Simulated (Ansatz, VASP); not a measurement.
## One calculation of Rh, two programs

```
Rh
1.0
     3.05269    0.00000    0.00000
     0.23719    3.70778    0.00000
     0.27186   -0.94988    3.08955
Rh
2
Direct
  0.75000 0.27057 0.40754
  0.18008 0.69653 0.99498
```

Alike in both runs: task relaxation of cell and atoms; functional PBE; k mesh 6 × 6 × 6; occupations gaussian, width 0.1 eV; no spin polarisation.

```csv
,VASP,Ansatz
version,VASP 6.6.1,Ansatz 0.2.0
potentials or method,"VASP PAW PBE potentials, release 64 (Rh_pv)","scalar-relativistic, plane waves, PAW"
plane-wave cutoff (eV),600,420
valence electrons in the cell,30,34
```

```csv
,VASP,Ansatz,Ansatz less VASP
"gap on the k mesh at the Fermi level, each at its own relaxed structure (eV)",none,none,-
relaxed volume (Å³/atom),14.07,14.05,-0.020
relaxed cell length with the largest relative difference (Å),2.727,2.723,-0.0039
energy change over the relaxation (meV/atom),-735,-735,-0.2
```

A gap of «none» marks a metal or a gap that the smearing closes. The two sets of potentials don't hold the same shells in valence.

Caveats: the volume moved by over 15 % at a fixed basis, so the end points are rough.
